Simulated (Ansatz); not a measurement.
Input and command of a plane-wave DFT calculation in Ansatz:

```yaml
crystal:
  lattice:
    - [-1.59075, 1.59075, -2.91565]
    - [-3.1815, 0.0, 0.0]
    - [-3.976715925, 10.870071975, 3.401688855]
  atoms:
    - { symbol: Sn, position: [-0.7291375, -0.7291375, 0.875] }
    - { symbol: Sn, position: [0.3958375, 0.6458375, 0.125] }
    - { symbol: Sn, position: [-0.3124875, 0.1875125, 0.375] }
    - { symbol: Sn, position: [-0.0208125, -0.2708125, 0.625] }
basis:
  ecutwfc: 500
kpoints:
  mp_grid: { grid: [14, 16, 5] }
hamiltonian:
  xc: r2scan
scf:
  occupations: { method: gaussian, width: 0.15 }
output:
  forces: true
  stress: true
  eigenvalues: true
```

```bash
ansatz run input.yaml --threads 2 --pin off --max-ram 5120MiB --backend cpu --events-out ev --progress --plain --runs-dir out
```

Processor: Intel(R) Xeon(R) Processor @ 2.50GHz (Skylake/Cascade Lake), 2 threads, on a host shared with other jobs.

Task: How long does it run, and how much memory does it take?

Result: About 3.8 min on 2 threads of Intel(R) Xeon(R) Processor @ 2.50GHz (Skylake/Cascade Lake), on a shared host, peak memory 2 GiB. It solves 34 bands at 562 k points (the mesh reduced by symmetry) with about 2991 plane waves, in 7 SCF iterations.
